**Q:** I work on films of corundum-type Ga₂O₃ and want to use computed vibrations to identify infrared features. In a polar oxide like this, the electric field of a vibration can raise its wavenumber by well over 100 cm⁻¹, so an error in that field ought to be visible. The computed spectrum ends near 680 cm⁻¹ and the measured one near 720 cm⁻¹. Is the field to blame, or the crystal lattice itself?

Computed rows: Ansatz 0.2.0, density-functional perturbation theory with PBEsol, PAW and a 420 eV plane-wave cutoff, for R-3c Ga₂O₃ at its PBEsol-relaxed cell, with a 6×6×6 k mesh. Wavenumbers are harmonic, at the zone centre, and omit the macroscopic field term unless stated; infrared intensities are in (D/Å)²/amu, summed over each level. The rows were drawn from a pool: of 90 crystals with a measured lattice constant, 2 whose relaxed edge lies over 5 % from it were taken for other phases and got no table, so the agreement shown is better than for the whole pool.

```tsv
row	computed wavenumber (cm⁻¹)	what it is	measured wavenumber (cm⁻¹)	label in the paper, method, sample	temperature of the measurement (K)	source
1	152.2	1-fold, infrared intensity 0	n/a	n/a	n/a	n/a
2	208.0	1-fold, infrared intensity 0	n/a	n/a	n/a	n/a
3	n/a	n/a	216	A1g, Ga atoms vibrating against each other along c; Raman backscattering; film	n/a	arXiv:1907.13072 (2019)
4	216.4	2-fold, infrared intensity 0.002	n/a	n/a	n/a	n/a
5	n/a	n/a	221.7	Eu-4 TO; far-infrared spectroscopic ellipsometry; film	300	arXiv:2108.12058 (2021)
6	n/a	n/a	221.9	Eu-4 LO; far-infrared spectroscopic ellipsometry; film	300	arXiv:2108.12058 (2021)
7	228.9	2-fold, infrared intensity 0	n/a	n/a	n/a	n/a
8	265.5	1-fold, infrared intensity 42.8	n/a	n/a	n/a	n/a
9	n/a	n/a	270.8	A2u-2 TO; infrared spectroscopic ellipsometry; film	300	arXiv:2108.12058 (2021)
10	279.6	2-fold, infrared intensity 0	n/a	n/a	n/a	n/a
11	314.4	2-fold, infrared intensity 0	n/a	n/a	n/a	n/a
12	323.5	2-fold, infrared intensity 48.2	n/a	n/a	n/a	n/a
13	327.9	1-fold, infrared intensity 0	n/a	n/a	n/a	n/a
14	n/a	n/a	334	Eu-3 TO; infrared spectroscopic ellipsometry; film	300	arXiv:2108.12058 (2021)
15	n/a	n/a	390	Eu-3 LO; infrared spectroscopic ellipsometry; film	300	arXiv:2108.12058 (2021)
16	416.2	2-fold, infrared intensity 0	n/a	n/a	n/a	n/a
17	n/a	n/a	431.3	Eg; Raman spectroscopy; film	300	pmc:6888560 (2019)
18	453.8	2-fold, infrared intensity 64.6	n/a	n/a	n/a	n/a
19	455.9	1-fold, infrared intensity 0	n/a	n/a	n/a	n/a
20	n/a	n/a	461.8	A2u-2 LO; infrared spectroscopic ellipsometry; film	300	arXiv:2108.12058 (2021)
21	n/a	n/a	469.5	Eu-2 TO; infrared spectroscopic ellipsometry; film	300	arXiv:2108.12058 (2021)
22	519.8	1-fold, infrared intensity 14.4	n/a	n/a	n/a	n/a
23	543.5	2-fold, infrared intensity 2.12	n/a	n/a	n/a	n/a
24	546.4	1-fold, infrared intensity 0	n/a	n/a	n/a	n/a
25	n/a	n/a	547.1	A2u-1 TO; infrared spectroscopic ellipsometry; film	300	arXiv:2108.12058 (2021)
26	n/a	n/a	564.3	Eu-2 LO; infrared spectroscopic ellipsometry; film	300	arXiv:2108.12058 (2021)
27	n/a	n/a	568.5	Eu-1 TO; infrared spectroscopic ellipsometry; film	300	arXiv:2108.12058 (2021)
28	n/a	n/a	577	A1g (high-frequency); Raman spectroscopy; film	300	pmc:6888560 (2019)
29	597.5	1-fold, infrared intensity 0	n/a	n/a	n/a	n/a
30	658.2	2-fold, infrared intensity 0	n/a	n/a	n/a	n/a
31	671.4	1-fold, infrared intensity 0	n/a	n/a	n/a	n/a
32	671.4	highest mode with the field term, along z	n/a	n/a	n/a	n/a
33	675.5	highest mode with the field term, along x	n/a	n/a	n/a	n/a
34	n/a	n/a	692	Eg (high-frequency); Raman spectroscopy; film	300	pmc:6888560 (2019)
35	n/a	n/a	702.3	A2u-1 LO; infrared spectroscopic ellipsometry; film	300	arXiv:2108.12058 (2021)
36	n/a	n/a	718.3	Eu-1 LO; infrared spectroscopic ellipsometry; film	300	arXiv:2108.12058 (2021)
```

**A:** Before you blame anything, make sure you compare the same vibrations. The rows are sorted by size, and neighbours need not be partners. The computed mode at 455.9 cm⁻¹ looks like a good match for the measured one at 461.8 cm⁻¹. But the computed mode has no infrared intensity, whereas the measured one is strongly polar.

**Q:** How do I find the true partners?

**A:** By symmetry and intensity. In this crystal the polar vibrations are of two kinds: A2u modes, with their dipole along the c axis, are single, and Eu modes, with their dipole across it, come in pairs. The computed levels with infrared intensity are two single and four double ones, exactly as many as were measured by ellipsometry (arXiv:2108.12058). Within each kind, pair them in order of wavenumber.

Each polar mode also has two wavenumbers. In the transverse one (TO) no macroscopic field acts on the ions. In the longitudinal one (LO) the wave piles up charge, and the resulting field pushes the ions back, which raises the wavenumber. The computed levels with intensities are transverse, so they must be set beside measured TO values.

**Q:** And once they are paired properly?

**A:** All six transverse modes are computed too low, by 2 to 5% of the measured value. The longitudinal ones need a short calculation, because the table gives only the highest mode in each direction. Along z even that one misleads: 671.4 cm⁻¹ is a mode without infrared intensity, which the field leaves alone. The true A2u LO modes come out at 432 and 665 cm⁻¹.

Their measured partners lie at 462 and 702 cm⁻¹. Apart from the lowest Eu mode, which is hardly polar, the longitudinal modes are 4 to 6.5% too low. So the error tends to grow when the field is switched on.

**Q:** Could the relaxed cell simply be too large? Longer bonds are weaker.

**A:** That works in the right direction. The computed volume is about 1% above the experimental one, which I recall only roughly. Typical Grüneisen parameters, which link volume to wavenumber, lie between 1 and 2, so this costs one or two percent. It could account for much of the error in the two lowest transverse modes, but not for 5 or 6% higher up. Temperature doesn't help either: the films were measured at 300 K, and the thermal motion that the calculation leaves out usually lowers wavenumbers.

**Q:** Then the lattice is too soft, and the cure is easy. I multiply every computed wavenumber by about 1.05 and the top of the spectrum is nearly right.

**A:** That is tempting, and it can be tested. One common factor means that the squares of all wavenumbers are too small by the same percentage. The difference between LO² and TO², which measures the stiffness that the field adds, would then be too small by that percentage as well. So we need to know what sets this difference.

Write the dielectric function along one direction as

$$\varepsilon(\omega)=\varepsilon_\infty+\sum_j\frac{S_j}{\omega_j^2-\omega^2}.$$

Here $\varepsilon_\infty$ is the response of the electrons alone, $\omega_j$ is a TO wavenumber and $S_j$ is the strength of that mode. The LO modes are the zeros of this function. It can therefore also be written as $\varepsilon_\infty$ times a product of factors $(\omega_{\mathrm{LO}}^2-\omega^2)/(\omega_{\mathrm{TO}}^2-\omega^2)$. Comparing the two forms at large $\omega$ gives

$$\sum\left(\omega_{\mathrm{LO}}^2-\omega_{\mathrm{TO}}^2\right)=\frac{1}{\varepsilon_\infty}\sum_j S_j .$$

**Q:** Where are the spring constants in that?

**A:** They have dropped out. The summed strength depends on the charges that the ions carry as they move (the Born charges), on their masses and on the volume. Springs decide how the strength is shared among the modes, but not how much there is. A lattice that is merely too soft would therefore have low TO modes and a correct splitting sum.

**Q:** Please put in numbers for the A2u modes.

**A:** The two infrared intensities, 42.8 and 14.4, add up to 57.2 in units of (D/Å)²/amu, where D is the debye. In this cell one such unit is worth about 22 000 cm⁻². With $\varepsilon_\infty=4.35$ from the same calculation, the splitting sum is

$$\frac{57.2\times 22\,000}{4.35}\approx 2.9\times10^5\ \mathrm{cm^{-2}}.$$

The measured wavenumbers give

$$(462^2+702^2)-(271^2+547^2)\approx 3.3\times10^5\ \mathrm{cm^{-2}}.$$

The computed sum is nearly 14% too small. The squared TO wavenumbers, added up, are less than 9% too small. For the Eu modes the contrast is sharper, 15% against 7%. A common factor would have made the two percentages equal.

**Q:** Might that difference be experimental error?

**A:** Part of it might. If the highest measured LO mode were 10 cm⁻¹ too high, the measured splitting sum would be about 4% too large. That would close most of the gap between the two percentages for A2u, but only about half of it for Eu. Strain in the films could also shift modes, and that is untested here. The contrast between splitting and transverse modes therefore rests mainly on the Eu modes. But a single factor also fits the transverse modes poorly, since their errors alone run from 2 to 5%.

**Q:** So it is the field after all, and the lattice is fine?

**A:** No, and modes without infrared intensity show why. The Eg vibrations are seen in Raman spectra and carry no macroscopic field, so a weak field can't lower them. Five such levels are computed and two lines were measured (pmc:6888560). If those lines are the two highest of the five, the computed values are still 3.5 and 5% too low. The restoring forces are too soft even where the field plays no part.

**Q:** Which of the two matters more for the longitudinal modes?

**A:** They matter about equally. LO² is TO² plus the splitting, so the shortfall in the sum of LO² divides exactly into a transverse part and a field part. The field part is 59% for the A2u modes and 49% for the Eu modes. The printed output below holds this division and the error of every pair; no constant in the oscillator model was adjusted to measured values, though the highest computed Eu LO mode was used to find the two below it.

**Q:** Why would the calculation make the field too weak?

**A:** The likely reason is that its electrons screen too well. Semi-local functionals such as this one make the band gap too small: here it is 2.7 eV, against roughly 5 eV in reality. Electrons that are easily excited are easily polarised, so $\varepsilon_\infty$ comes out too large and weakens the macroscopic field.

The size of the effect fits. To reproduce the measured splitting sums with the computed charges, $\varepsilon_\infty$ would have to be about 3.8 in both directions, whereas the calculation gives 4.35 along c and 4.48 across it. The measured constant, as I roughly recall it, is about 3.7.

**Q:** Does that settle it?

**A:** Not quite. The splitting depends on the square of the charges divided by $\varepsilon_\infty$, so Born charges about 8% larger would do the same job. Only the recalled constant favours screening over charges. The source of the soft forces is less certain still. This functional often makes oxide vibrations too soft, and I suspect it here, but a single functional at a single plane-wave cutoff, with PAW datasets made for another functional (PBE), can't prove it.

**Q:** What should I do with my infrared features, then?

**A:** Pair modes by symmetry and intensity first, not by closeness alone. Then treat the two errors separately. Compare transverse modes with transverse modes to see how soft the lattice is; here, expect to raise the computed values by 2 to 5%. For the longitudinal modes, recompute the splitting with an electronic constant taken from your own film. The square of its refractive index, measured well below the band gap but well above the lattice vibrations, is close to that constant. A value near 3.8 would also support screening as the culprit.

Output of the analysis:

```
Computed LO partner of each measured LO row (cm-1): 216.4, 373.3, 431.7, 540.2, 665.4, 675.5
Computed partner against measured value, TO, LO and Eg rows (%): -2.391, -2.479, -1.957, -3.144, -4.283, -3.501, -6.515, -3.344, -4.99, -4.278, -4.398, -4.884, -5.25, -5.959
A2u sum of LO squared minus TO squared, computed (cm-2): 288495
A2u sum of LO squared minus TO squared, measured (cm-2): 333833
Eu sum of LO squared minus TO squared, computed (cm-2): 281444
Eu sum of LO squared minus TO squared, measured (cm-2): 331400
A2u splitting sum too low by (%): 13.58
Eu splitting sum too low by (%): 15.07
A2u sum of TO squared too low by (%): 8.579
Eu sum of TO squared too low by (%): 7.315
A2u share of the missing LO squared that is missing splitting (%): 58.65
Eu share of the missing LO squared that is missing splitting (%): 49.23
Electronic dielectric constant along c that would give the measured A2u splitting sum: 3.76
Electronic dielectric constant across c that would give the measured Eu splitting sum: 3.807
Computed volume above the rough recalled one (%): 1.146
Summed A2u intensity from Born charges and masses alone ((D/A)^2/amu): 57.15
```
